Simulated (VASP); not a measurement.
The system is AlN.

```xyz
2
Lattice="0.0000 2.0345 2.0345 2.0345 0.0000 2.0345 2.0345 2.0345 0.0000" Properties=species:S:1:pos:R:3 pbc="T T T"
Al    2.0345    2.0345    2.0345
N     0.0000    0.0000    0.0000
```

Measurements of this composition are mostly on another form, of space group No. 186.

```yaml
Program: VASP 6.6.1
Task: relaxation of cell and atoms
Functional: PBEsol
Potentials_or_basis: VASP PAW PBE potentials, release 64 (Al, N)
Cutoff: 520 eV
k_mesh: 4 × 4 × 4
Occupations: gaussian, width 0.02 eV
Spin: no spin polarisation
```

At the start: pressure -4.5 GPa; volume 8.42 Å³/atom.

Problem. Where does the relaxation end?

Solution. Over 3 steps the energy falls by 2.1 meV/atom and the volume is 8.27 Å³/atom (-1.7 %); space group Fm-3m (No. 225, to 0.05 Å).

Step by step:
```
step  energy change (eV)  largest force (eV/Å)  pressure (GPa)  volume (Å³)
   1              0.0000                0.0000           -4.50        16.84
   2             -0.0003                0.0000            4.64        16.27
   3             -0.0042                0.0000           -0.01        16.55
```

Final structure:
```
Al N
1.0
     0.00000    2.02265    2.02265
     2.02265    0.00000    2.02265
     2.02265    2.02265    0.00000
Al N
1 1
Direct
  0.50000 0.50000 0.50000
  0.00000 0.00000 0.00000
```

Caveat: the k mesh is coarse (spacing up to 0.67 Å⁻¹), so the values aren't converged; the PAW data sets were made with another functional, which shifts forces and pressure a little.
